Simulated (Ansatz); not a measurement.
**Notes on InAgTe2**

```
Te In Ag
1.0
    -3.23869    3.23869    6.34998
     3.23869   -3.23869    6.34998
     3.23869    3.23869   -6.34998
Te In Ag
4 2 2
Direct
  0.37500 0.37500 0.50000
  0.62500 0.12500 0.00000
  0.87500 0.87500 0.50000
  0.12500 0.62500 0.00000
  0.50000 0.50000 0.00000
  0.25000 0.75000 0.50000
  0.00000 0.00000 0.00000
  0.75000 0.25000 0.50000
```

The numbers come from plane-wave PAW DFT (Ansatz): PBEsol, no spin polarisation, 420 eV, 7×7×7 Γ-centred k points, fermi-dirac occupations (width 0.1 eV). Nothing was relaxed.

Q: Is there a gap?

A: Counting bands on this mesh leaves a gap of 0.15 eV, but it is narrow, so a finer mesh and a narrower smearing would have to settle it.

Q: Is the cell too large or too small?

A: The pressure is -0.2 GPa (compression positive), so with the atoms held at these fractions the cell is close to zero pressure.

Q: Which atom feels the largest force, and which way?

A: The largest is on Te1 (and as large on other atoms): 0.36 eV/Å, components (-0.36, 0.00, 0.00). It makes 54° with the line to a nearest neighbour, Ag7 at 2.79 Å.

Q: Describe some of the short contacts.

A: Te–Ag at 2.79 Å: least valence density 0.34 e/Å³ and ELF 0.29 there. Te–In at 2.79 Å: least valence density 0.37 e/Å³ and ELF 0.51 there. Both are smooth PAW fields, read partly inside the augmentation spheres.

Origin: a database entry at a rescaled volume. Caveats: the gap is not wide against the smearing.
